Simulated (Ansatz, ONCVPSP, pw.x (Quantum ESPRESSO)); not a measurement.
# pw.x on fcc Ru: one setting changed

Potential: optimised norm-conserving Vanderbilt (ONCV), ONCVPSP 4.0.1.1 (patched build), PBE; core [Ar] 3d10, reference 4s2 4p6 4d7 5s0.5; waves: 4s+5s: rc 1.75 bohr, ncon 4, nbas 7, qcut 5.1 1/bohr, 2 projectors; 4p: rc 1.65 bohr, ncon 4, nbas 7, qcut 6.2 1/bohr, 1 projector; 4d: rc 2.00 bohr, ncon 3, nbas 8, qcut 6.1 1/bohr, 1 projector; local part: polynomial inside 1.10 bohr (lpopt 5, dvloc0 1 Ha); core correction: Teter function, fcfact 5.25, rcfact 1.05.

The reference run (k-mesh 15³, cutoffs 85/340 Ry, Fermi–Dirac 0.01 Ry, mixing_beta 0.4, conv_thr 1e-9, no spin) gives -2.32 GPa at 13.814 Å³/atom, where all-electron LAPW gives 0.83 GPa. This run, with its own iteration cap, changes degauss to 0.02.

```
&control
  calculation='scf', prefix='x', pseudo_dir='./', outdir='./tmp', tstress=.true., disk_io='none'
/
&system
  ibrav=0, nat=1, ntyp=1, ecutwfc=85, ecutrho=340, nbnd=16,
  occupations='smearing', smearing='fd', degauss=0.02
/
&electrons
  conv_thr=1e-09, mixing_beta=0.4, electron_maxstep=60
/
ATOMIC_SPECIES
Ru 1.0 Ru.UPF
CELL_PARAMETERS angstrom
  0.00000000 1.90442183 1.90442183
  1.90442183 0.00000000 1.90442183
  1.90442183 1.90442183 0.00000000
ATOMIC_POSITIONS crystal
Ru 0.0000 0.0000 0.0000
K_POINTS automatic
15 15 15 0 0 0
```

```bash
pw.x < Ru.scf.in > Ru.scf.out
```

Task: How does the run end?

Result: It converges in 11 iterations; the free energy moves by -99.8 meV/atom and the pressure by +1.95 GPa. In a metal, with Fermi–Dirac smearing, F lies below its zero-width value by a term in the square of the width.

```
Message from routine setup:
     using ibrav=0 with symmetry is DISCOURAGED, use correct ibrav instead
     lattice parameter (alat)  =       5.0895  a.u.
     unit-cell volume          =      93.2215 (a.u.)^3
     number of electrons       =        16.00
     number of Kohn-Sham states=           16
     kinetic-energy cutoff     =      85.0000  Ry
     charge density cutoff     =     340.0000  Ry
     scf convergence threshold =      1.0E-09
     Exchange-correlation= PBE
     number of k points=   120  Fermi-Dirac smearing, width (Ry)=  0.0200
     iteration #  1     ecut=    85.00 Ry     beta= 0.40
     total energy              =    -194.68243463 Ry
     estimated scf accuracy    <       0.64251671 Ry
     iteration #  2     ecut=    85.00 Ry     beta= 0.40
     total energy              =    -194.75516036 Ry
     estimated scf accuracy    <       0.02324402 Ry
     iteration #  3     ecut=    85.00 Ry     beta= 0.40
     total energy              =    -194.75944762 Ry
     estimated scf accuracy    <       0.00127881 Ry
     [... 5 iterations left out ...]
     iteration #  9     ecut=    85.00 Ry     beta= 0.40
     total energy              =    -194.75959868 Ry
     estimated scf accuracy    <          8.9E-09 Ry
     iteration # 10     ecut=    85.00 Ry     beta= 0.40
     total energy              =    -194.75959868 Ry
     estimated scf accuracy    <          4.7E-09 Ry
     iteration # 11     ecut=    85.00 Ry     beta= 0.40
     the Fermi energy is    23.1819 ev
!    total energy              =    -194.75959868 Ry
     estimated scf accuracy    <          2.8E-10 Ry
     smearing contrib. (-TS)   =      -0.01997008 Ry
     The total energy is F=E-TS. E is the sum of the following terms:
     one-electron contribution =     -34.44264090 Ry
     hartree contribution      =      28.67491408 Ry
     xc contribution           =     -25.90184331 Ry
     ewald contribution        =    -163.07005847 Ry
     convergence has been achieved in  11 iterations
          total   stress  (Ry/bohr**3)                   (kbar)     P=       -3.70
     Message from routine punch:
     Nothing written, as per user request (disk_io='none')
```

The run took about 61 s on one core of a shared host (Neoverse-N1, 64 threads, 124 GiB, load 61).
